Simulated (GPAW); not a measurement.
# Ag (Fm-3m) in GPAW: notebook

The runs below take Ag through equation of state, band structure, with vdW-DF-cx, PBE, OLYP+D3.

All numbers are computed with GPAW 26.7.0; they aren't measurements. Logs are shortened: lines on timing, memory, paths and dates and some standing lists are left out, and cuts for length are marked. The log counts tension as positive stress, the text compression.

## Step 1: Starting point

It takes space group Fm-3m (No. 225, cubic). Conventional cell: a = 4.085 Å, b = 4.085 Å, c = 4.085 Å, α = 90.00°, β = 90.00°, γ = 90.00°. Around Ag (site symmetry m-3m) lie 12 Ag at 2.89 Å.

## Step 2: Equation of state, vdW-DF-cx

run.py

```python
import spglib
from ase import Atoms
from ase.eos import EquationOfState
from ase.io import Trajectory, read
from ase.units import GPa
from gpaw import GPAW, PW

atoms = read('Ag.cif')
cell, positions, numbers = spglib.find_primitive(
    (atoms.cell[:], atoms.get_scaled_positions(), atoms.numbers), symprec=1e-4)
atoms = Atoms(numbers, cell=cell, scaled_positions=positions, pbc=True)

traj = Trajectory('eos.traj', 'w')
volumes, energies = [], []
for x in [0.94, 0.96, 0.98, 1.0, 1.02, 1.04, 1.06]:
    a = atoms.copy()
    a.set_cell(atoms.cell * x**(1 / 3), scale_atoms=True)
    calc = GPAW(mode=PW(600),
                xc={'name': 'vdW-DF-cx', 'backend': 'libvdwxc'},
                kpts={'size': (11, 11, 11), 'gamma': True},
                occupations={'name': 'fermi-dirac', 'width': 0.05},
                nbands=18,
                convergence={'density': 1e-05, 'energy': 1e-05},
                maxiter=150,
                txt=f'eos-{x:.2f}.txt')
    a.calc = calc
    energies.append(a.get_potential_energy(force_consistent=True))
    volumes.append(a.get_volume())
    calc.write(f'eos-{x:.2f}.gpw')
    traj.write(a)
    print(f'{x:.2f} {volumes[-1]:10.4f} A^3 {energies[-1]:14.6f} eV', flush=True)

v0, e0, B = EquationOfState(volumes, energies, eos='birchmurnaghan').fit()
print(f'V0 = {v0:.4f} A^3, E0 = {e0:.6f} eV, B0 = {B / GPa:.2f} GPa')
```

Ag.cif

```cif
data_Ag
_cell_length_a 4.08550000
_cell_length_b 4.08550000
_cell_length_c 4.08550000
_cell_angle_alpha 90.00000000
_cell_angle_beta 90.00000000
_cell_angle_gamma 90.00000000
_space_group_name_H-M_alt 'Fm-3m'
_space_group_name_Hall '-F 4 2 3'
_space_group_IT_number 225
loop_
_space_group_symop_operation_xyz
'x,y,z'
'-x,-y,-z'
'-y,x,z'
'y,-x,-z'
'-x,-y,z'
'x,y,-z'
'y,-x,z'
'-y,x,-z'
'x,-y,-z'
'-x,y,z'
'-y,-x,-z'
'y,x,z'
'-x,y,-z'
'x,-y,z'
'y,x,-z'
'-y,-x,z'
'z,x,y'
'-z,-x,-y'
'z,-y,x'
'-z,y,-x'
'z,-x,-y'
'-z,x,y'
'z,y,-x'
'-z,-y,x'
'-z,x,-y'
'z,-x,y'
'-z,-y,-x'
'z,y,x'
'-z,-x,y'
'z,x,-y'
'-z,y,x'
'z,-y,-x'
'y,z,x'
'-y,-z,-x'
'x,z,-y'
'-x,-z,y'
'-y,z,-x'
'y,-z,x'
'-x,z,y'
'x,-z,-y'
'-y,-z,x'
'y,z,-x'
'-x,-z,-y'
'x,z,y'
'y,-z,-x'
'-y,z,x'
'x,-z,y'
'-x,z,-y'
'x,y+1/2,z+1/2'
'-x,-y+1/2,-z+1/2'
'-y,x+1/2,z+1/2'
[... 62 lines left out ...]
'-z+1/2,-x,-y+1/2'
'z+1/2,-y,x+1/2'
'-z+1/2,y,-x+1/2'
'z+1/2,-x,-y+1/2'
'-z+1/2,x,y+1/2'
'z+1/2,y,-x+1/2'
'-z+1/2,-y,x+1/2'
'-z+1/2,x,-y+1/2'
'z+1/2,-x,y+1/2'
'-z+1/2,-y,-x+1/2'
'z+1/2,y,x+1/2'
'-z+1/2,-x,y+1/2'
'z+1/2,x,-y+1/2'
'-z+1/2,y,x+1/2'
'z+1/2,-y,-x+1/2'
'y+1/2,z,x+1/2'
'-y+1/2,-z,-x+1/2'
'x+1/2,z,-y+1/2'
'-x+1/2,-z,y+1/2'
'-y+1/2,z,-x+1/2'
'y+1/2,-z,x+1/2'
'-x+1/2,z,y+1/2'
'x+1/2,-z,-y+1/2'
'-y+1/2,-z,x+1/2'
'y+1/2,z,-x+1/2'
'-x+1/2,-z,-y+1/2'
'x+1/2,z,y+1/2'
'y+1/2,-z,-x+1/2'
'-y+1/2,z,x+1/2'
'x+1/2,-z,y+1/2'
'-x+1/2,z,-y+1/2'
'x+1/2,y+1/2,z'
'-x+1/2,-y+1/2,-z'
'-y+1/2,x+1/2,z'
'y+1/2,-x+1/2,-z'
'-x+1/2,-y+1/2,z'
'x+1/2,y+1/2,-z'
'y+1/2,-x+1/2,z'
'-y+1/2,x+1/2,-z'
'x+1/2,-y+1/2,-z'
'-x+1/2,y+1/2,z'
'-y+1/2,-x+1/2,-z'
'y+1/2,x+1/2,z'
'-x+1/2,y+1/2,-z'
'x+1/2,-y+1/2,z'
'y+1/2,x+1/2,-z'
'-y+1/2,-x+1/2,z'
'z+1/2,x+1/2,y'
'-z+1/2,-x+1/2,-y'
'z+1/2,-y+1/2,x'
'-z+1/2,y+1/2,-x'
'z+1/2,-x+1/2,-y'
'-z+1/2,x+1/2,y'
'z+1/2,y+1/2,-x'
'-z+1/2,-y+1/2,x'
'-z+1/2,x+1/2,-y'
'z+1/2,-x+1/2,y'
'-z+1/2,-y+1/2,-x'
'z+1/2,y+1/2,x'
'-z+1/2,-x+1/2,y'
'z+1/2,x+1/2,-y'
'-z+1/2,y+1/2,x'
'z+1/2,-y+1/2,-x'
'y+1/2,z+1/2,x'
'-y+1/2,-z+1/2,-x'
'x+1/2,z+1/2,-y'
'-x+1/2,-z+1/2,y'
'-y+1/2,z+1/2,-x'
'y+1/2,-z+1/2,x'
'-x+1/2,z+1/2,y'
'x+1/2,-z+1/2,-y'
'-y+1/2,-z+1/2,x'
'y+1/2,z+1/2,-x'
'-x+1/2,-z+1/2,-y'
'x+1/2,z+1/2,y'
'y+1/2,-z+1/2,-x'
'-y+1/2,z+1/2,x'
'x+1/2,-z+1/2,y'
'-x+1/2,z+1/2,-y'
loop_
_atom_site_label
_atom_site_type_symbol
_atom_site_symmetry_multiplicity
_atom_site_Wyckoff_symbol
_atom_site_fract_x
_atom_site_fract_y
_atom_site_fract_z
_atom_site_occupancy
Ag1 Ag 4 a 0.0000000000 0.0000000000 0.0000000000 1
```

Potentials or basis: GPAW PAW data sets (gpaw-data 1.2.1), pw.

The run is started by

```bash
$ OMP_NUM_THREADS=1 python run.py
```

The log of the run:

```text
__  _  _
 | _ |_)|_||  |
 |__||  | ||/\| - 26.7.0

Input parameters:
  mode=PW(ecut=600.0),
  convergence={'density': 1e-05, 'energy': 1e-05},
  kpts=MonkhorstPack(size=(11, 11, 11), gamma=True),
  maxiter=150,
  nbands=18,
  occupations=Occupations(name='fermi-dirac', width=0.05),
  xc=XC(name='vdW-DF-cx', backend='libvdwxc')

Diagonalizing LCAO Hamiltonian
Converting LCAO to pw mode

       Ag

Atoms  # Å, Bohr magnetons
|   | symbol |        x |        y |        z |    initial magnetic moments |
|---|--------|----------|----------|----------|-----------------------------|
| 0 |     Ag | 0.000000 | 0.000000 | 0.000000 | ( 0.0000,  0.0000,  0.0000) |

Unit cell  # Å
| periodic |        x |        y |        z |  lengths |    angles |
|----------|----------|----------|----------|----------|-----------|
|      yes | 0.000000 | 2.001050 | 2.001050 | 2.829911 | 60.000000 |
|      yes | 2.001050 | 0.000000 | 2.001050 | 2.829911 | 60.000000 |
|      yes | 2.001050 | 2.001050 | 0.000000 | 2.829911 | 60.000000 |

Number of symmetries: 48
Symmetry operations  # r_c * U_cc + t_c -> r_c
|    | kind |            matrix            |
|----|------|------------------------------|
|  0 |  σ   |  1, 0, 0,  1, 0,-1,  1,-1, 0 |
|  1 |  C2  |  1, 0, 0,  1,-1, 0,  1, 0,-1 |
|  2 |  E   |  1, 0, 0,  0, 1, 0,  0, 0, 1 |
|  3 |  σ   |  1, 0, 0,  0, 0, 1,  0, 1, 0 |
|  4 |  C4  |  1, 0,-1,  1, 0, 0,  1,-1, 0 |
|  5 |  S6  |  1, 0,-1,  1,-1, 0,  1, 0, 0 |
|  6 |  σ   |  1, 0,-1,  0, 1,-1,  0, 0,-1 |
|  7 |  C3  |  1, 0,-1,  0, 0,-1,  0, 1,-1 |
|  8 |  S6  |  1,-1, 0,  1, 0, 0,  1, 0,-1 |
|  9 |  C4  |  1,-1, 0,  1, 0,-1,  1, 0, 0 |
| 10 |  C3  |  1,-1, 0,  0,-1, 1,  0,-1, 0 |
| 11 |  σ   |  1,-1, 0,  0,-1, 0,  0,-1, 1 |
| 12 |  σ   |  0, 1, 0,  1, 0, 0,  0, 0, 1 |
| 13 |  C4  |  0, 1, 0,  0, 1,-1, -1, 1, 0 |
| 14 |  C3  |  0, 1, 0,  0, 0, 1,  1, 0, 0 |
| 15 |  S6  |  0, 1, 0, -1, 1, 0,  0, 1,-1 |
| 16 |  C2  |  0, 1,-1,  1, 0,-1,  0, 0,-1 |
| 17 |  σ   |  0, 1,-1,  0, 1, 0, -1, 1, 0 |
| 18 |  S4  |  0, 1,-1,  0, 0,-1,  1, 0,-1 |
| 19 |  C4  |  0, 1,-1, -1, 1, 0,  0, 1, 0 |
| 20 |  C3  |  0, 0, 1,  1, 0, 0,  0, 1, 0 |
| 21 |  σ   |  0, 0, 1,  0, 1, 0,  1, 0, 0 |
| 22 |  S6  |  0, 0, 1,  0,-1, 1, -1, 0, 1 |
| 23 |  C4  |  0, 0, 1, -1, 0, 1,  0,-1, 1 |
| 24 |  S4  |  0, 0,-1,  1, 0,-1,  0, 1,-1 |
| 25 |  C3  |  0, 0,-1,  0, 1,-1,  1, 0,-1 |
| 26 |  C2  |  0, 0,-1,  0,-1, 0, -1, 0, 0 |
| 27 |  S6  |  0, 0,-1, -1, 0, 0,  0,-1, 0 |
| 28 |  S4  |  0,-1, 1,  1,-1, 0,  0,-1, 0 |
| 29 |  C4  |  0,-1, 1,  0, 0, 1, -1, 0, 1 |
| 30 |  C2  |  0,-1, 1,  0,-1, 0,  1,-1, 0 |
| 31 |  σ   |  0,-1, 1, -1, 0, 1,  0, 0, 1 |
| 32 |  C3  |  0,-1, 0,  1,-1, 0,  0,-1, 1 |
| 33 |  S6  |  0,-1, 0,  0, 0,-1, -1, 0, 0 |
| 34 |  S4  |  0,-1, 0,  0,-1, 1,  1,-1, 0 |
| 35 |  C2  |  0,-1, 0, -1, 0, 0,  0, 0,-1 |
| 36 |  C2  | -1, 1, 0,  0, 1, 0,  0, 1,-1 |
| 37 |  S6  | -1, 1, 0,  0, 1,-1,  0, 1, 0 |
| 38 |  S4  | -1, 1, 0, -1, 0, 1, -1, 0, 0 |
| 39 |  C3  | -1, 1, 0, -1, 0, 0, -1, 0, 1 |
| 40 |  S6  | -1, 0, 1,  0, 0, 1,  0,-1, 1 |
| 41 |  C2  | -1, 0, 1,  0,-1, 1,  0, 0, 1 |
| 42 |  C3  | -1, 0, 1, -1, 1, 0, -1, 0, 0 |
| 43 |  S4  | -1, 0, 1, -1, 0, 0, -1, 1, 0 |
| 44 |  C2  | -1, 0, 0,  0, 0,-1,  0,-1, 0 |
| 45 |  i   | -1, 0, 0,  0,-1, 0,  0, 0,-1 |
| 46 |  σ   | -1, 0, 0, -1, 1, 0, -1, 0, 1 |
| 47 |  C2  | -1, 0, 0, -1, 0, 1, -1, 1, 0 |

BZ-sampling:
  Number of BZ points: 1331
  Number of IBZ points: 56

  Monkhorst-Pack size: [11, 11, 11]
  Monkhorst-Pack shift: [0, 0, 0]

K-points  # in reciprocal-cell coordinates
|     |                                coordinates |     weight |
|-----|--------------------------------------------|------------|
|   0 | (  0.00000000,   0.00000000,   0.00000000) | 0.00075131 |
|   1 | (  0.09090909,   0.09090909,   0.00000000) | 0.00450789 |
|   2 | (  0.09090909,   0.09090909,   0.09090909) | 0.00601052 |
|   3 | (  0.18181818,   0.09090909,   0.09090909) | 0.00901578 |
|   4 | (  0.18181818,   0.18181818,   0.00000000) | 0.00450789 |
|   5 | (  0.18181818,   0.18181818,   0.09090909) | 0.01803156 |
|   6 | (  0.18181818,   0.18181818,   0.18181818) | 0.00601052 |
|   7 | (  0.27272727,   0.18181818,   0.09090909) | 0.01803156 |
|   8 | (  0.27272727,   0.18181818,   0.18181818) | 0.01803156 |
|   9 | (  0.27272727,   0.27272727,   0.00000000) | 0.00450789 |
| ... |                                            |            |
|  55 | (  0.45454545,   0.45454545,   0.45454545) | 0.00601052 |

Plane wave coefficients: 543
Cutoff: 600.0 eV

Spin-components: 1 (collinear spins)
Bands:           18
Projectors:      6
Spin-degeneracy: 2
Datatype:        complex128

Parallelization:
  kpt:    1
  domain: 1
  band:   1

Density:
  Valence electrons: 17.0
  Components: 1
  Grid points: [16 16 16]
  Charge: 0.0  # |e|

Potential:
  Grid points: [16 16 16]

species:
  Ag:
    name:    Silver
    Z:       47.0
    valence: 17
    core:    30
    charge:  0.0  # [|e|]
    compensation charges:
      type: gauss
      rc: 0.40  # [Å]
      lmax: 2
    cutoffs:
      filter: 2.35  # [Å]
      core: 2.19  # [Å]
    projectors
    | kind |    occ | energy [eV] | rcut [Å] |
    |------|--------|-------------|----------|
    |   5s |  1.000 |      -4.401 |    1.286 |
    |   4p |  6.000 |     -58.577 |    1.328 |
    |   5p |  0.000 |      -0.738 |    1.328 |
    |   4d | 10.000 |      -7.446 |    1.180 |
    |    s |        |      22.811 |    1.286 |
    |    d |        |      19.766 |    1.180 |

    Using partial waves for Ag as LCAO basis

Reference energy: -144597.826354  # eV

eigensolver:
  PPCG
  Converge bands: occupied
  niter=2

density mixing:
  MSR1-Mixer
  Pratt-step length: 0.05
  Maximum mixing coefficient: 0.75
  Old densities: 10
  SVD Regularization: 0.005
  Good broyden scale: 1.0
  Trust region scale: 1.0
  Backstep threshold: 4.0
  History deletion threshold: 6.0
  Fourier metric: weight=20.0, sigma=0.015

occupation numbers:
  Fermi-Dirac:
    width: 0.0500  # eV

poisson solver:
  ecut: 4800.0  # eV

xc functional:
  name: vdW-DF-cx with libvdwxc
  Mode: serial
  Semilocal: GGA_X_LV_RPW86+LDA_C_PW with 2 nearest neighbor stencil
  Local blocksize: 32 x 32 x 32
  PAW datasets: PBE

convergence criteria:
- Maximum integral of absolute [dens]ity change: 1e-05 electrons / valence electron
- Maximum [total energy] change in last 3 cyles: 1e-05 eV / valence electron
- Maximum integral of absolute [eigenst]ate change: 4e-08 eV^2 / valence electron
maximum number of iterations: 150

SCF iterations
|iter     | |      energy | eigst |  dens |
|---------|-|-------------|-------|-------|
|iter:   1| |   42.572043 | -0.57 |       |
|iter:   2| |   42.634301 | -3.53 | -1.31 |
|iter:   3| |   42.827141 | -3.14 | -1.37 |
|iter:   4| |   42.830210 | -4.04 | -2.15 |
|iter:   5| |   42.831024 | -4.19 | -2.42 |
|iter:   6| |   42.831020 | -7.05 | -3.83 |
|iter:   7| |   42.831018c| -7.11 | -4.11 |
|iter:   8| |   42.831018c| -8.59c| -5.27c|

Converged in 8 steps
Energy contributions relative to reference atoms: (reference = -144597.826354)

Energy contributions:
  Kinetic:           3.552072
  Coulomb:          -3.962145
  Zero:              0.133010
  External:          0.000000
  Xc:               43.108973
  Entropy:          -0.001784
  Spinorbit:         0.000000
  ----------------------------
  Free energy:      42.830126
  Extrapolated:     42.831018

dipole moment: (-12.507161, -12.507161, -12.507161)  # |e|*Ang

Fermi level: 9.267
Eigenvalues  # (at kpt = [0.000, 0.000, 0.000])
| band index |      eig [eV] | occ [0-2] |
|------------|---------------|-----------|
|          0 |       -46.488 |     2.000 |
|          1 |       -46.488 |     2.000 |
|          2 |       -46.488 |     2.000 |
|          3 |         0.812 |     2.000 |
|          4 |         4.013 |     2.000 |
|          5 |         4.013 |     2.000 |
[... 10 lines left out ...]
|         16 |        35.368 |     0.000 |
|         17 |        41.163 |     0.000 |

No gap
No difference between direct/indirect transitions
# Writing to eos-0.94.gpw (mode='')
```

Run time: 50 s. Hardware: 1 thread of AMD EPYC 9R14 (Zen 4), shared host; peak memory 0.26 GiB.

What came out:

| Quantity | Value |
| --- | --- |
| Equilibrium volume | 17.27 Å³/atom |
| Bulk modulus | 106 GPa |
| Pressure derivative of the bulk modulus | 6.1 |

Energy against volume, from the lowest point:
| volume (Å³/atom) | energy (meV/atom) |
| --- | --- |
| 16.025 | 35.50 |
| 16.366 | 17.68 |
| 16.707 | 6.41 |
| 17.048 | 0.76 |
| 17.389 | 0.00 |
| 17.730 | 3.53 |
| 18.071 | 10.77 |

Caveat: the PAW data sets were made with another functional, which shifts forces and pressure a little.

[end of part 1 of 2]
